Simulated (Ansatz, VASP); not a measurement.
# P: VASP beside Ansatz

One calculation is typed for both programs; each brings its own data sets. How far apart do they land? The cell is taken from a series of runs on this material, whose earlier steps may have relaxed, scaled, displaced or heated it; both programs get it as it stands.

Calculated with Ansatz 0.2.0; plane waves, with VASP 6.6.1 beside it; single point at HSE06.

## Step 1: The starting structure

The cell holds 4 atoms: 4 P. Its edges and angles: a = 4.648 Å, b = 3.320 Å, c = 27.400 Å, α = 90.0°, β = 90.0°, γ = 90.0°. Vacuum lies along c.

Coordinates:

```
P
1.0
     4.64844    0.00000    0.00000
     0.00000    3.32047    0.00000
     0.00000    0.00000   27.40000
P
4
Direct
  0.08971 0.00000 0.53831
  0.41029 0.50000 0.53831
  0.58971 0.50000 0.46169
  0.91029 0.00000 0.46169
```

## Step 2: VASP: single point, HSE06

A single point gives forces, pressure and levels at one fixed geometry, so differences don't come from the geometry; what else differs is listed under the comparison.

Lines of VASP's logs that name or quote its potential files are left out, and so is its time.

The run reads the wave functions of an earlier VASP run, which isn't shown here.

Input file INCAR:

```
SYSTEM = P
PREC = Accurate
ENCUT = 400
EDIFF = 1E-06
NELM = 100
ISMEAR = 0
SIGMA = 0.01
LREAL = .FALSE.
ALGO = Normal
LHFCALC = .TRUE.
AEXX = 0.25
GGA = PE
HFSCREEN = 0.208
LASPH = .TRUE.
NBANDS = 16
PRECFOCK = Fast
LORBIT = 11
LWAVE = .FALSE.
LCHARG = .FALSE.
KPAR = 2
NCORE = 4
ISIF = 2
LDIPOL = .TRUE.
IDIPOL = 3
DIPOL = 0.5 0.5 0.5
LVHAR = .TRUE.
```

Input file POSCAR:

```
P
1.0
    4.6484410403      0.0000000000      0.0000000000
    0.0000000000      3.3204693536      0.0000000000
    0.0000000000      0.0000000000     27.4000000000
P
4
Direct
    0.0897108505      0.0000000000      0.5383097418
    0.4102891495      0.5000000000      0.5383097418
    0.5897108505      0.5000000000      0.4616902582
    0.9102891495      0.0000000000      0.4616902582
```

Input file KPOINTS:

```
Automatic mesh
0
Gamma
4 6 1
0 0 0
```

PAW data sets: P (PBE family, release 64).

Started as:

```sh
> mpirun -np 8 vasp_std
```

Numbers of over 12 decimals in the logs are rounded to 6 here.

The program printed:

```text
[banner, memory and clock lines left out]
running    8 mpi-ranks, on    1 nodes
 distrk:  each k-point on    4 cores,    2 groups
 distr:  one band on    4 cores,    1 groups

 POSCAR found type information on POSCAR P
 POSCAR found :  1 types and       4 ions
 LDA part: xc-table for (Slater+PW92), standard interpolation
 found WAVECAR, reading the header
 POSCAR, INCAR and KPOINTS ok, starting setup
 FFT: planning ... GRIDC
 FFT: planning ... GRID_SOFT
 FFT: planning ... GRID
 reading WAVECAR
 the WAVECAR file was read successfully
 initial charge from wavefunction
 entering main loop
       N       E                     dE             d eps       ncg     rms          rms(c)
DAV:   1    -0.256765718754E+02   -0.25677E+02   -0.61435E-01   480   0.468E+00    0.241E+00
DAV:   2    -0.256839928076E+02   -0.74209E-02   -0.36642E-02   496   0.107E+00    0.163E+00
DAV:   3    -0.256823471247E+02    0.16457E-02   -0.25724E-03   488   0.306E-01    0.988E-01
DAV:   4    -0.256817645103E+02    0.58261E-03   -0.77142E-04   504   0.155E-01    0.564E-01
DAV:   5    -0.256816154956E+02    0.14901E-03   -0.20801E-04   504   0.764E-02    0.316E-01
DAV:   6    -0.256815780744E+02    0.37421E-04   -0.40552E-05   496   0.348E-02    0.177E-01
DAV:   7    -0.256815717868E+02    0.62876E-05   -0.11051E-05   520   0.190E-02    0.981E-02
DAV:   8    -0.256815750199E+02   -0.32331E-05   -0.36157E-06   464   0.109E-02    0.544E-02
DAV:   9    -0.256815801860E+02   -0.51661E-05   -0.12841E-06   408   0.663E-03    0.309E-02
DAV:  10    -0.256815851564E+02   -0.49704E-05   -0.66632E-07   400   0.480E-03    0.176E-02
DAV:  11    -0.256815898592E+02   -0.47027E-05   -0.38430E-07   392   0.363E-03    0.986E-03
DAV:  12    -0.256815936689E+02   -0.38097E-05   -0.25076E-07   384   0.285E-03    0.541E-03
DAV:  13    -0.256815968069E+02   -0.31380E-05   -0.15770E-07   376   0.218E-03    0.296E-03
DAV:  14    -0.256815995344E+02   -0.27275E-05   -0.11564E-07   384   0.174E-03    0.167E-03
DAV:  15    -0.256816016201E+02   -0.20857E-05   -0.78321E-08   368   0.134E-03    0.109E-03
DAV:  16    -0.256816035419E+02   -0.19218E-05   -0.63424E-08   376   0.112E-03    0.860E-04
DAV:  17    -0.256816050325E+02   -0.14906E-05   -0.46965E-08   360   0.904E-04    0.761E-04
DAV:  18    -0.256816063172E+02   -0.12847E-05   -0.37536E-08   368   0.764E-04    0.701E-04
DAV:  19    -0.256816074115E+02   -0.10943E-05   -0.31345E-08   352   0.663E-04    0.651E-04
DAV:  20    -0.256816082699E+02   -0.85844E-06   -0.23667E-08   368   0.559E-04
   1 F= -.25681608E+02 E0= -.25681608E+02  d E =-.175519E-46
```

Parts of OUTCAR (step 2):

```text
ion  position               nearest neighbor table
   1  0.090  0.000  0.538-   2 2.23   2 2.23   4 2.26
   2  0.410  0.500  0.538-   1 2.23   1 2.23   3 2.26
   3  0.590  0.500  0.462-   4 2.23   4 2.23   2 2.26
   4  0.910  0.000  0.462-   3 2.23   3 2.23   1 2.26

  LATTYP: Found a simple orthorhombic cell.
 ALAT       =     3.3204693536
 B/A-ratio  =     1.3999349325
 C/A-ratio  =     8.2518454719

 Subroutine GETGRP returns: Found  8 space group operations
 (whereof  4 operations were pure point group operations)

The static configuration has the point symmetry C_2h.
 The point group associated with its full space group is D_2h.

 Found     12 irreducible k-points:

   k-points           NKPTS =     12   k-points in BZ     NKDIM =     24   number of bands    NBANDS=     16

   dimension x,y,z NGX =    30 NGY =   24 NGZ =  180
   dimension x,y,z NGXF=    60 NGYF=   48 NGZF=  360

   ENCUT  =  400.0 eV  29.40 Ry    5.42 a.u.   7.58  5.41 44.68*2*pi/ulx,y,z

   NELECT =      20.0000    total number of electrons

 k-points in reciprocal lattice and weights: Automatic mesh
   0.00000000  0.00000000  0.00000000       0.042
   0.25000000  0.00000000  0.00000000       0.083
   0.50000000  0.00000000  0.00000000       0.042
   0.00000000  0.16666667  0.00000000       0.083
   0.25000000  0.16666667  0.00000000       0.167
   0.50000000  0.16666667  0.00000000       0.083
   0.00000000  0.33333333  0.00000000       0.083
   0.25000000  0.33333333  0.00000000       0.167
   0.50000000  0.33333333  0.00000000       0.083
   0.00000000  0.50000000  0.00000000       0.042
   0.25000000  0.50000000  0.00000000       0.083
   0.50000000  0.50000000  0.00000000       0.042

  exchange ACFDT corr.  =         0.00000000  see jH, gK, PRB 81, 115126

 dipolmoment           0.000000      0.000000     -0.000000 electrons x Angstroem

 average (electrostatic) potential at core
       1 -88.6398       2 -88.6398       3 -88.6398       4 -88.6398

 E-fermi :  -3.4062

 k-point     1 :       0.0000    0.0000    0.0000
  band No.  band energies     occupation
    ...
      6      -8.3981      2.00000
      7      -7.1146      2.00000
      8      -5.3812      2.00000
      9      -5.2186      2.00000
     10      -3.5058      2.00000
     11      -1.8252      0.00000
     12      -1.1279      0.00000
     13       0.0140      0.00000
     14       0.6824      0.00000
     15       1.5899      0.00000
    ...

 k-point     2 :       0.2500    0.0000    0.0000
  band No.  band energies     occupation
    ...
      6      -7.1767      2.00000
      7      -6.8683      2.00000
      8      -5.6223      2.00000
      9      -4.9177      2.00000
     10      -4.2817      2.00000
     11      -0.9007      0.00000
     12      -0.5936      0.00000
     13      -0.5573      0.00000
     14       0.6000      0.00000
     15       2.1420      0.00000
    ...

 k-point     3 :       0.5000    0.0000    0.0000
  band No.  band energies     occupation
    ...
      6      -6.6312      2.00000
      7      -6.2484      2.00000
      8      -6.2484      2.00000
      9      -4.8976      2.00000
     10      -4.8976      2.00000
     11      -0.6457      0.00000
     12      -0.6457      0.00000
     13       1.0241      0.00000
     14       1.0241      0.00000
     15       1.0839      0.00000
    ...

  Total       -1.7415668     -1.8553923     -1.2693211      0.0000000      0.0000000      0.0000000
  in kB       -6.5977119     -7.0289258     -4.8086672      0.0000000      0.0000000      0.0000000
  external PRESSURE =      -6.1451017 kB  Pullay stress =       0.0000000 kB

  energy-cutoff  :      400.00
  volume of cell :      422.92
      direct lattice vectors                 reciprocal lattice vectors
     4.648441040  0.000000000  0.000000000     0.215125887  0.000000000  0.000000000
     0.000000000  3.320469354  0.000000000     0.000000000  0.301162243  0.000000000
     0.000000000  0.000000000 27.400000000     0.000000000  0.000000000  0.036496350

 POSITION                                       TOTAL-FORCE (eV/Angst)
 -----------------------------------------------------------------------------------
      0.41702      0.00000     14.74969         0.257015      0.000000     -0.297210
      1.90720      1.66023     14.74969        -0.257015      0.000000     -0.297210
      2.74124      1.66023     12.65031         0.257015      0.000000      0.297210
      4.23143      0.00000     12.65031        -0.257015      0.000000      0.297210
 -----------------------------------------------------------------------------------
    total drift:                               -0.000000     -0.000000      0.000000

  FREE ENERGIE OF THE ION-ELECTRON SYSTEM (eV)
  ---------------------------------------------------
  free  energy   TOTEN  =       -25.6816082699 eV

  energy  without entropy=      -25.6816082699  energy(sigma->0) =      -25.68160827

 vacuum level on the upper side and lower side of the slab         1.997         1.997

 total charge
# of ion       s       p       d       tot
------------------------------------------
    1        1.077   1.382   0.000   2.459
    2        1.077   1.382   0.000   2.459
    3        1.077   1.382   0.000   2.459
    4        1.077   1.382   0.000   2.459
--------------------------------------------------
tot          4.307   5.528   0.000   9.835

[... 3 further parts left out ...]
```

(Part 1 of 2 ends here.)

[Lines on the potential files, build, host, timing and source positions are cut from VASP's logs without a mark.]

[Logs are printed without paths, hosts, clocks, repeated set-up lines and the standing remarks that a program may print on its own settings, such as how far it seeks lower states.]

[Hosts, paths, dates, database ids (printed as entryN), source tags and the programs' standing remarks are cut or masked in the printed files.]
